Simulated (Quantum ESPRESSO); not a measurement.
# MnO (Fm-3m) in Quantum ESPRESSO: notebook

One crystal, MnO, is run at these levels: PBE, PBEsol; tasks: single point.

All numbers are computed with Quantum ESPRESSO 7.5; they aren't measurements. Logs are shortened: lines on timing, memory, paths and dates and some standing lists are left out, and cuts for length are marked.

## (1) Starting point

It takes space group Fm-3m (No. 225, cubic). Conventional cell: a = 4.448 Å, b = 4.448 Å, c = 4.448 Å, α = 90.00°, β = 90.00°, γ = 90.00°. Mn (site symmetry m-3m) has 6 O at 2.22 Å as nearest neighbours. O (site symmetry m-3m) has 6 Mn at 2.22 Å as nearest neighbours.

The cell is a database's computed one.

## (2) Single point, PBE, collinear spin, ferromagnetic start

Input file pw.in:

```
&CONTROL
  calculation = 'scf'
  prefix = 'pwscf'
  outdir = './tmp'
  pseudo_dir = './pseudo'
  tprnfor = .true.
  tstress = .true.
  disk_io = 'nowf'
/
&SYSTEM
  ibrav = 0
  nat = 2
  ntyp = 2
  ecutwfc = 65
  ecutrho = 780
  nbnd = 20
  occupations = 'smearing'
  smearing = 'fd'
  degauss = 0.00367493
  nspin = 2
  starting_magnetization(1) = 0.3667
  starting_magnetization(2) = 0
/
&ELECTRONS
  conv_thr = 4d-10
  electron_maxstep = 120
  mixing_beta = 0.3
/
ATOMIC_SPECIES
Mn    54.9380 mn_pbe_v1.5.uspp.F.UPF
O     15.9990 O.pbe-n-kjpaw_psl.0.1.UPF
CELL_PARAMETERS angstrom
   0.0000000000    2.2239077028    2.2239077028
   2.2239077028    0.0000000000    2.2239077028
   2.2239077028    2.2239077028    0.0000000000
ATOMIC_POSITIONS crystal
Mn     0.0000000000    0.0000000000    0.0000000000
O      0.5000000000    0.5000000000    0.5000000000
K_POINTS automatic
10 10 10 0 0 0
```

Potentials or basis: SSSP 1.3 efficiency PBE.

Launch:

```console
> OMP_NUM_THREADS=1 pw.x -in pw.in > pw.out
```

pw.out:

```text
This program is part of the open-source Quantum ESPRESSO suite
     for quantum simulation of materials; please cite
         "P. Giannozzi et al., J. Phys.:Condens. Matter 21 395502 (2009);
         "P. Giannozzi et al., J. Phys.:Condens. Matter 29 465901 (2017);
         "P. Giannozzi et al., J. Chem. Phys. 152 154105 (2020);
     in publications or presentations arising from this work. More details at

     file O.pbe-n-kjpaw_psl.0.1.UPF: wavefunction(s)  2P renormalized
     Message from routine setup:
     using ibrav=0 with symmetry is DISCOURAGED, use correct ibrav instead

     G-vector sticks info
     --------------------
     sticks:   dense  smooth     PW     G-vecs:    dense   smooth      PW
     Sum        1903     637    199                54601    10489    1837

     Using Slab Decomposition

     bravais-lattice index     =            0
     lattice parameter (alat)  =       5.9433  a.u.
     unit-cell volume          =     148.4489 (a.u.)^3
     number of atoms/cell      =            2
     number of atomic types    =            2
     number of electrons       =        21.00
     number of Kohn-Sham states=           20
     kinetic-energy cutoff     =      65.0000  Ry
     charge density cutoff     =     780.0000  Ry
     scf convergence threshold =      4.0E-10
     mixing beta               =       0.3000
     number of iterations used =            8  plain     mixing
     Exchange-correlation= SLA  PW   PBX  PBC
                           (   1   4   3   4   0   0   0)

     celldm(1)=   5.943341  celldm(2)=   0.000000  celldm(3)=   0.000000
     celldm(4)=   0.000000  celldm(5)=   0.000000  celldm(6)=   0.000000

     crystal axes: (cart. coord. in units of alat)
               a(1) = (   0.000000   0.707107   0.707107 )
               a(2) = (   0.707107   0.000000   0.707107 )
               a(3) = (   0.707107   0.707107   0.000000 )

     reciprocal axes: (cart. coord. in units 2 pi/alat)
               b(1) = ( -0.707107  0.707107  0.707107 )
               b(2) = (  0.707107 -0.707107  0.707107 )
               b(3) = (  0.707107  0.707107 -0.707107 )

     PseudoPot. # 1 for Mn read from file:
     mn_pbe_v1.5.uspp.F.UPF
     Pseudo is Ultrasoft + core correction, Zval = 15.0
     Generated by new atomic code, or converted to UPF format
     Using radial grid of  859 points,  6 beta functions with:
                l(1) =   0
                l(2) =   0
                l(3) =   1
                l(4) =   1
                l(5) =   2
                l(6) =   2
     Q(r) pseudized with  8 coefficients,  rinner =    0.950   0.950   0.950
                                                       0.950   0.950

     PseudoPot. # 2 for O  read from file:
     O.pbe-n-kjpaw_psl.0.1.UPF
     Pseudo is Projector augmented-wave + core cor, Zval =  6.0
     Generated using "atomic" code by A. Dal Corso  v.5.0.99 svn rev. 10869
     Shape of augmentation charge: BESSEL
     Using radial grid of 1095 points,  4 beta functions with:
                l(1) =   0
                l(2) =   0
                l(3) =   1
                l(4) =   1
     Q(r) pseudized with 0 coefficients

     atomic species   valence    mass     pseudopotential
     Mn               15.00    54.93800     Mn( 1.00)
     O                 6.00    15.99900     O ( 1.00)

     Starting magnetic structure
     atomic species   magnetization
     Mn              0.367
     O               0.000

     48 Sym. Ops., with inversion, found

   Cartesian axes

     site n.     atom                  positions (alat units)
         1        Mn     tau(   1) = (   0.0000000   0.0000000   0.0000000  )
         2        O      tau(   2) = (   0.7071068   0.7071068   0.7071068  )

     number of k points=    47  Fermi-Dirac smearing, width (Ry)=  0.0037
                       cart. coord. in units 2pi/alat
        k(    1) = (   0.0000000   0.0000000   0.0000000), wk =   0.0010000
        k(    2) = (   0.0707107   0.0707107  -0.0707107), wk =   0.0080000
        k(    3) = (   0.1414214   0.1414214  -0.1414214), wk =   0.0080000
        k(    4) = (   0.2121320   0.2121320  -0.2121320), wk =   0.0080000
        k(    5) = (   0.2828427   0.2828427  -0.2828427), wk =   0.0080000
        k(    6) = (  -0.3535534  -0.3535534   0.3535534), wk =   0.0040000
[... 39 lines left out ...]
        k(   46) = (  -0.0707107  -0.3535534   0.6363961), wk =   0.0240000
        k(   47) = (  -0.7071068   0.2828427   0.0000000), wk =   0.0120000

     Dense  grid:    54601 G-vectors     FFT dimensions: (  54,  54,  54)

     Smooth grid:    10489 G-vectors     FFT dimensions: (  32,  32,  32)

     Check: negative core charge=   -0.000015
     Generating pointlists ...
     new r_m :   0.2917 (alat units)  1.7336 (a.u.) for type    1
     new r_m :   0.2917 (alat units)  1.7336 (a.u.) for type    2

     Initial potential from superposition of free atoms

     starting charge      20.4999, renormalised to      21.0000
     Starting wfcs are   17 randomized atomic wfcs +    3 random wfcs

     Self-consistent Calculation

     iteration #  1     ecut=    65.00 Ry     beta= 0.30
     Davidson diagonalization with overlap
     ethr =  1.00E-02,  avg # of iterations =  5.2

     total energy              =    -252.74748729 Ry
     estimated scf accuracy    <       0.70248246 Ry

     total magnetization       =     4.81 Bohr mag/cell
     absolute magnetization    =     4.81 Bohr mag/cell

     iteration #  2     ecut=    65.00 Ry     beta= 0.30
     Davidson diagonalization with overlap
     ethr =  3.35E-03,  avg # of iterations =  1.6

     total energy              =    -252.89699793 Ry
     estimated scf accuracy    <       0.05287222 Ry

     total magnetization       =     4.81 Bohr mag/cell
     absolute magnetization    =     4.81 Bohr mag/cell
[... 91 lines left out ...]
     total energy              =    -252.91149896 Ry
     estimated scf accuracy    <          7.7E-09 Ry

     total magnetization       =     4.80 Bohr mag/cell
     absolute magnetization    =     4.80 Bohr mag/cell

     iteration # 11     ecut=    65.00 Ry     beta= 0.30
     Davidson diagonalization with overlap
     ethr =  3.66E-11,  avg # of iterations =  1.5

     negative rho (up, down):  0.000E+00 9.970E-05

     Magnetic moment per site  (integrated on atomic sphere of radius R)
     atom   1 (R=0.292)  charge= 12.6017  magn=  4.0726
     atom   2 (R=0.292)  charge=  5.9425  magn=  0.2345

     End of self-consistent calculation

 ------ SPIN UP ------------

          k = 0.0000 0.0000 0.0000 (  1363 PWs)   bands (ev):

   -68.3811 -37.1071 -37.1071 -37.1071  -6.9519   9.5613   9.5613   9.5613
    10.0979  10.0979  10.0979  10.6296  10.6296  12.7594  27.2486  29.5119
    29.5119  29.5119  32.8636  32.8636

          k = 0.0707 0.0707-0.0707 (  1309 PWs)   bands (ev):

   -68.3805 -37.1130 -37.1078 -37.1078  -6.8672   8.6883   9.0217   9.0217
    10.2151  10.2151  10.3545  11.1765  11.1765  13.4588  26.1217  29.1663
    29.1663  29.7725  32.2220  32.2220

          k = 0.1414 0.1414-0.1414 (  1324 PWs)   bands (ev):

   -68.3789 -37.1288 -37.1098 -37.1098  -6.6375   7.3586   8.2942   8.2942
    10.4247  10.4247  10.6110  12.0300  12.0300  14.7717  24.1344  27.9744
    27.9744  30.1981  32.1623  32.1623

          k = 0.2121 0.2121-0.2121 (  1326 PWs)   bands (ev):
[... 155 lines left out ...]
          k = 0.0000-0.5657 0.5657 (  1314 PWs)   bands (ev):

   -68.3727 -37.1575 -37.1394 -37.1268  -5.9556   6.4921   7.1361   7.9404
    10.0157  11.1710  11.3202  11.6146  11.9885  19.2267  21.1508  22.0574
    26.5861  28.2020  35.7729  38.2128

          k =-0.7071 0.0000 0.0000 (  1298 PWs)   bands (ev):

   -68.3726 -37.1638 -37.1302 -37.1302  -6.0133   6.3332   8.5243   8.5243
     9.0971  11.0557  11.2658  11.2658  11.3970  18.2908  21.0950  23.6599
    26.8977  26.8977  37.2656  39.3726

          k = 0.2828 0.1414 0.0000 (  1327 PWs)   bands (ev):

   -68.3776 -37.1344 -37.1176 -37.1121  -6.4794   6.7292   8.0955   8.3344
    10.1448  10.8170  11.0753  11.2490  12.4225  15.9842  23.9697  25.2616
    27.7450  28.9331  33.4878  34.7948

          k = 0.3536 0.2121-0.0707 (  1316 PWs)   bands (ev):

   -68.3759 -37.1480 -37.1226 -37.1146  -6.2366   6.1160   7.5839   7.8350
    10.3671  10.9490  11.2094  11.7599  12.9744  17.0825  22.5099  24.0509
    26.6791  29.9773  34.3000  34.8032

          k =-0.2828-0.4243 0.5657 (  1311 PWs)   bands (ev):

   -68.3745 -37.1595 -37.1254 -37.1174  -6.0299   5.6573   7.2299   7.4653
    10.6365  11.0167  11.3203  12.3312  13.2062  17.9440  21.2427  23.5313
    25.8403  31.2195  33.9188  35.0367

          k =-0.2121-0.3536 0.4950 (  1312 PWs)   bands (ev):
[... 65 lines left out ...]
          k =-0.0707-0.3536 0.6364 (  1314 PWs)   bands (ev):

   -68.3728 -37.1507 -37.1440 -37.1279  -5.9213   6.5085   6.9228   7.3239
    10.8034  10.8767  11.2936  11.5509  12.5170  20.3674  20.8531  21.7448
    24.7600  31.6331  32.0321  39.3771

          k =-0.7071 0.2828 0.0000 (  1302 PWs)   bands (ev):

   -68.3726 -37.1522 -37.1418 -37.1308  -5.9261   6.6764   7.1577   7.2331
    10.5987  11.0734  11.2665  11.3165  12.3002  19.9941  21.3132  21.8898
    24.5704  30.4732  33.3429  38.9106

 ------ SPIN DOWN ----------

          k = 0.0000 0.0000 0.0000 (  1363 PWs)   bands (ev):

   -63.4107 -32.2439 -32.2439 -32.2439  -6.5050   9.9509   9.9509   9.9509
    14.0949  14.1184  14.1184  14.1184  14.7530  14.7530  27.9331  31.0295
    31.0295  31.0295  35.2780  35.2780

          k = 0.0707 0.0707-0.0707 (  1309 PWs)   bands (ev):

   -63.4099 -32.2517 -32.2447 -32.2447  -6.4229   9.3467   9.7600   9.7600
    14.1553  14.2362  14.2362  14.7317  14.9961  14.9961  27.2441  30.7350
    30.7350  31.1298  34.2646  34.2646

          k = 0.1414 0.1414-0.1414 (  1324 PWs)   bands (ev):

   -63.4079 -32.2723 -32.2472 -32.2472  -6.2004   8.1660   9.3302   9.3302
    14.3077  14.5327  14.5327  15.5929  15.5929  15.9865  25.6344  29.6182
    29.6182  31.6142  33.8656  33.8656

          k = 0.2121 0.2121-0.2121 (  1326 PWs)   bands (ev):
[... 155 lines left out ...]
          k = 0.0000-0.5657 0.5657 (  1314 PWs)   bands (ev):

   -63.4003 -32.3081 -32.2854 -32.2687  -5.5335   7.1255   7.9681   8.7587
    13.4390  15.6355  15.6671  15.7055  15.9375  21.1445  22.2685  23.7914
    28.1169  29.7527  36.6177  39.4985

          k =-0.7071 0.0000 0.0000 (  1298 PWs)   bands (ev):

   -63.4002 -32.3162 -32.2731 -32.2731  -5.5864   6.8983   8.9774   8.9774
    12.5278  15.3474  15.5411  15.8016  15.8016  20.3332  22.0873  25.6605
    28.3964  28.3964  38.6337  40.3647

          k = 0.2828 0.1414 0.0000 (  1327 PWs)   bands (ev):

   -63.4064 -32.2794 -32.2572 -32.2500  -6.0469   7.6279   9.1235   9.2042
    13.8949  14.9163  15.0092  15.0916  15.7560  17.5369  25.5201  27.0119
    29.5149  30.3922  34.7219  36.4253

          k = 0.3536 0.2121-0.0707 (  1316 PWs)   bands (ev):

   -63.4043 -32.2971 -32.2635 -32.2530  -5.8124   6.9995   8.6739   8.8308
    14.1339  15.1460  15.3207  15.4973  16.4072  18.4986  24.1482  25.7241
    28.3227  31.4092  35.6712  36.2385

          k =-0.2828-0.4243 0.5657 (  1311 PWs)   bands (ev):

   -63.4025 -32.3120 -32.2669 -32.2565  -5.6134   6.5327   8.2979   8.5825
    14.5428  15.3416  15.3948  15.9979  16.7702  19.2950  22.8970  25.1234
    27.3723  32.5908  35.2920  36.3856

          k =-0.2121-0.3536 0.4950 (  1312 PWs)   bands (ev):
[... 65 lines left out ...]
          k =-0.0707-0.3536 0.6364 (  1314 PWs)   bands (ev):

   -63.4004 -32.2998 -32.2908 -32.2703  -5.5028   7.3034   7.6961   8.2792
    14.6668  14.7082  15.6339  15.7566  16.3820  22.1899  22.2749  23.2209
    26.3191  32.8842  33.3139  40.4325

          k =-0.7071 0.2828 0.0000 (  1302 PWs)   bands (ev):

   -63.4002 -32.3013 -32.2880 -32.2743  -5.5058   7.3612   7.9280   8.1665
    14.1289  15.0861  15.5204  15.8031  16.2325  21.8822  22.5883  23.4618
    26.1471  31.8567  34.4739  40.2318

     the Fermi energy is    13.3204 ev

!    total energy              =    -252.91149897 Ry
     estimated scf accuracy    <          1.8E-10 Ry
     smearing contrib. (-TS)   =      -0.00049983 Ry
     internal energy E=F+TS    =    -252.91099914 Ry

     The total energy is F=E-TS. E is the sum of the following terms:
     one-electron contribution =    -109.17296376 Ry
     hartree contribution      =      65.75166743 Ry
     xc contribution           =     -34.26181927 Ry
     ewald contribution        =    -165.70798005 Ry
     one-center paw contrib.   =      -9.51990349 Ry

     total magnetization       =     4.80 Bohr mag/cell
     absolute magnetization    =     4.80 Bohr mag/cell

     convergence has been achieved in  11 iterations

     negative rho (up, down):  0.000E+00 9.970E-05

     Forces acting on atoms (cartesian axes, Ry/au):

     atom    1 type  1   force =     0.00000000    0.00000000   -0.00000000
     atom    2 type  2   force =    -0.00000000   -0.00000000    0.00000000

     Total force =     0.000000     Total SCF correction =     0.000000

     Computing stress (Cartesian axis) and pressure

     negative rho (up, down):  0.000E+00 9.970E-05
          total   stress  (Ry/bohr**3)                   (kbar)     P=       -0.78
  -0.00000532  -0.00000000   0.00000000           -0.78       -0.00        0.00
  -0.00000000  -0.00000532  -0.00000000           -0.00       -0.78       -0.00
   0.00000000  -0.00000000  -0.00000532            0.00       -0.00       -0.78

=------------------------------------------------------------------------------=
   JOB DONE.
=------------------------------------------------------------------------------=
```

Run time: 32 s. Hardware: 1 thread of Intel Xeon Platinum 8488C (Sapphire Rapids), shared host; peak memory 0.29 GiB.

Results:

```yaml
Free_energy: -3441.0362 eV
Pressure: -0.1 GPa
Band_gap_on_the_k_mesh: none (metal or under the smearing width)
Net_moment: 4.80 μB per cell
Absolute_moment: 4.80 μB per cell
Site_moments: Mn +4.07; O +0.23 μB
Valence_electrons_inside_the_program's_atomic_spheres: Mn 12.60; O 5.94
```

Caveat: a cell with one magnetic atom can't hold antiferromagnetic order, which such compounds often take; semilocal functionals often make such compounds metallic where correlation or magnetic order opens a gap, which also shifts bond lengths.

(Part 1 of 2 ends here.)
